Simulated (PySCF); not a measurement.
The dipole of `CCOCC` (diethyl ether) from its density and from atomic charges.

Coordinates (GFN2-xTB, Å) and charges (e) from the PBE0/pcSseg-1 density (PySCF):

| atom | x | y | z | Mulliken | IAO | Hirshfeld | ESP-fitted |
| --- | --- | --- | --- | --- | --- | --- | --- |
| C1 | -2.352 | -0.567 | -0.087 | -0.2690 | -0.4229 | -0.1224 | -0.3306 |
| C2 | -1.197 | 0.407 | 0.080 | +0.0033 | -0.0367 | +0.0052 | +0.3848 |
| O3 | 0.013 | -0.299 | -0.055 | -0.5187 | -0.4004 | -0.1393 | -0.4635 |
| C4 | 1.153 | 0.516 | 0.082 | +0.0033 | -0.0367 | +0.0052 | +0.3919 |
| C5 | 2.394 | -0.348 | -0.080 | -0.2691 | -0.4228 | -0.1224 | -0.3594 |
| H6 | -3.298 | -0.044 | 0.013 | +0.1088 | +0.1431 | +0.0449 | +0.0784 |
| H7 | -2.289 | -1.345 | 0.669 | +0.1180 | +0.1483 | +0.0419 | +0.0908 |
| H8 | -2.301 | -1.034 | -1.067 | +0.1180 | +0.1483 | +0.0419 | +0.0905 |
| H9 | -1.241 | 0.889 | 1.071 | +0.0901 | +0.1101 | +0.0292 | -0.0417 |
| H10 | -1.253 | 1.203 | -0.681 | +0.0901 | +0.1101 | +0.0292 | -0.0406 |
| H11 | 1.138 | 1.313 | -0.680 | +0.0901 | +0.1100 | +0.0292 | -0.0409 |
| H12 | 1.149 | 1.001 | 1.072 | +0.0900 | +0.1100 | +0.0291 | -0.0421 |
| H13 | 2.402 | -1.127 | 0.677 | +0.1180 | +0.1483 | +0.0419 | +0.0983 |
| H14 | 3.287 | 0.262 | 0.023 | +0.1088 | +0.1431 | +0.0449 | +0.0859 |
| H15 | 2.390 | -0.819 | -1.059 | +0.1180 | +0.1483 | +0.0419 | +0.0982 |

Task: What dipole does each set of charges give (1 e·Å = 4.803 D), and what does the density give?

Result: The full density gives (-0.05, 1.14, 0.21) D, 1.16 D in size; dipole vectors point from the negative to the positive end.

```csv
scheme,μx,μy,μz,size (D),share of the full size (%),angle to the full dipole (°)
Mulliken,-0.07,1.51,0.27,1.54,132,0
IAO,-0.08,1.67,0.30,1.70,146,0
Hirshfeld,-0.03,0.56,0.10,0.56,48,0
ESP-fitted,-0.06,1.15,0.20,1.17,101,0
```

Task: Which set comes closest?

Result: Length of the difference vector: ESP-fitted 0.01 D, Mulliken 0.37 D, IAO 0.53 D, Hirshfeld 0.60 D. Closest: ESP-fitted. ESP charges are fitted to the potential around the molecule, whose slowest-falling term is the dipole's. 

Task: What is left for the Hirshfeld atoms' own dipoles?

Result: The Hirshfeld atoms' densities add up to the full density, so μ = Σ q r + Σ (atomic dipoles). The atomic dipoles sum to (-0.05, 1.14, 0.21) − (-0.03, 0.56, 0.10) = (-0.02, 0.58, 0.11) D, 0.60 D in size.

Task: With the origin at the mean of the coordinates, (0.000, 0.001, -0.001) Å, which are the largest single terms, by size, of the Hirshfeld dipole along the direction of the full one?

Result: C1 +0.27, C5 +0.27, H7 -0.22, H15 -0.22, H8 -0.22 D; all 15 atoms together +0.56 D. The single terms depend on the origin, their sum doesn't.

Task: Give the size of the full dipole in other units.

Result: 1.16 D = 0.458 au = 0.242 e·Å = 3.88 × 10⁻³⁰ C·m.

The structure is a single GFN2-xTB conformer in the gas phase; no vibrational or solvent corrections.

The run behind these numbers computed NMR shieldings as well. The run took 12 s of wall time on one thread, Arm Neoverse V1 (shared host).

Conformer computed: `[CH3:1][CH2:2][O:3][CH2:4][CH3:5]`: C1–C2–O3–C4 180°, C2–O3–C4–C5 180°.
